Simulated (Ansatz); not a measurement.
Input for Ansatz (plane-wave DFT, PAW):

```yaml
crystal:
  lattice:
    - [-2.6033023461, 2.6033023461, 1.4232411734]
    - [2.6033023461, -2.6033023461, 1.4232411734]
    - [2.6033023461, 2.6033023461, -1.4232411734]
  atoms:
    - { symbol: Ge, position: [0.25, 0.75, 0.5] }
    - { symbol: Ge, position: [0.5, 0.5, 0.0] }
basis:
  ecutwfc: 420
kpoints:
  mp_grid: { grid: [16, 16, 16] }
hamiltonian:
  xc: pbe
  dispersion: d3bj
scf:
  occupations: { method: gaussian, width: 0.1 }
output:
  forces: true
  stress: true
  eigenvalues: true
relax:
  adjacent_minimum: "off"
  f_tol: 0.005
  max_steps: 50
  cell: { stress_tol: 0.05 }
```

Command:
```bash
ansatz run input.yaml --threads 1 --pin off --max-ram 2560MiB --backend cpu --events-out ev --progress --plain --runs-dir out
```

The calculation used Ansatz 0.2.0, DFT PBE+D3(BJ), scalar-relativistic, plane waves, PAW.

Part of what the program printed, abridged (final results; tables in files aren't shown):

```
SCF 5 converged in 6 iterations: F = -8590.217244 eV  dr2 = 1.25e-12
SCF converged after 6 iterations
Free energy (F): -8590.217244 eV
Harris-Foulkes:  -8590.217244 eV  (|F-HF|=3.64e-12)
Internal energy: -8590.214044 eV  (E = F + TS)
E sigma→0 (E₀):  -8590.215644 eV
Entropy (-TS):   -0.003200 eV (-1.600 meV/atom)
Fermi energy:    11.224990 eV
--- Per-component energies (eV) ---
  E_band       = -221.544484
  E_kinetic    = 222.077678
  E_local      = -4287.174042  (includes V_loc(G=0)·N_el)
  E_nonlocal   = 833.093687
  E_hartree    = 1879.107498
  E_xc         = -151.581008
  E_vxc        = -129.714309  (∫ρ·V_xc dr)
  E_paw        = -4035.531092  (= ΣΔE_a)
  E_vpaw       = -618.043199  (= ΣTr[D̂ρ^β])
  E_aug_tail   = 0.000680  (compensation charges beyond the density's cutoff)
  E_ewald      = -3049.487969
  E_disp       = -0.719477  (pairwise vdW)
  E_smearing   = -0.003200  (= −TS)
--- Forces (eV/Å), atoms counted from 1 ---
  atom   1  Ge     0.00000000     0.00000000     0.00000000
  atom   2  Ge     0.00000000     0.00000000     0.00000000
--- Stress (GPa, compression-positive) ---
       -0.010652       0.000000       0.000000
        0.000000      -0.010652       0.000000
        0.000000       0.000000       0.011154
  P = ⅓ Tr σ = -0.0034 GPa (-0.034 kbar)
--- Band table (eV; the first three rows and the last of 349) ---
  k-point 0: bands = ["-13.5467", "-13.5006", "-13.4716", "-13.4681", "-13.3659", "-13.3659", "-13.3593", "-13.3593", "-13.2951", "-13.2274", "-2.1101", "7.1925", "8.8786", "8.8786", "14.4974", "18.8474", "18.8474", "19.2814"]
  k-point 1: bands = ["-13.5446", "-13.5010", "-13.4698", "-13.4694", "-13.3668", "-13.3647", "-13.3587", "-13.3585", "-13.2964", "-13.2296", "-2.0668", "6.7395", "8.9261", "9.2286", "14.7235", "18.2423", "18.6020", "19.4500"]
  k-point 2: bands = ["-13.5384", "-13.5022", "-13.4732", "-13.4640", "-13.3696", "-13.3615", "-13.3570", "-13.3561", "-13.3002", "-13.2361", "-1.9368", "5.8637", "9.0684", "9.8169", "15.3806", "17.2948", "17.9809", "19.3296"]
  k-point 348: bands = ["-13.5068", "-13.5068", "-13.3802", "-13.3802", "-13.3671", "-13.3671", "-13.3636", "-13.3636", "-13.3560", "-13.3560", "2.3451", "2.3451", "5.2926", "5.2926", "17.2758", "17.2758", "22.2961", "22.2961"]
--- Relaxed structure (4 steps of the walk, 4 accepted, 1 SCFs on fresh bases) ---
  F+E_penalty+E_count = -8590.21724410 eV   max|allowed force component| = 6.939e-18 eV/Å   (the final SCF, on the basis selected at the relaxed cell)
  cell:  # Å, volume = 37.0234 Å³
    - [-2.57028118, 2.57028118, 1.40105589]
    - [2.57028118, -2.57028118, 1.40105589]
    - [2.57028118, 2.57028118, -1.40105589]
  atoms:
    - { symbol: Ge, position: [0.24999999, 0.75000000, 0.50000000] }
    - { symbol: Ge, position: [0.49999999, 0.49999999, 0.0] }
```

The relaxation met its thresholds.

The run took 47 s on 1 thread of Intel(R) Xeon(R) Platinum 8488C (Sapphire Rapids) (shared host), peak memory 0.56 GiB.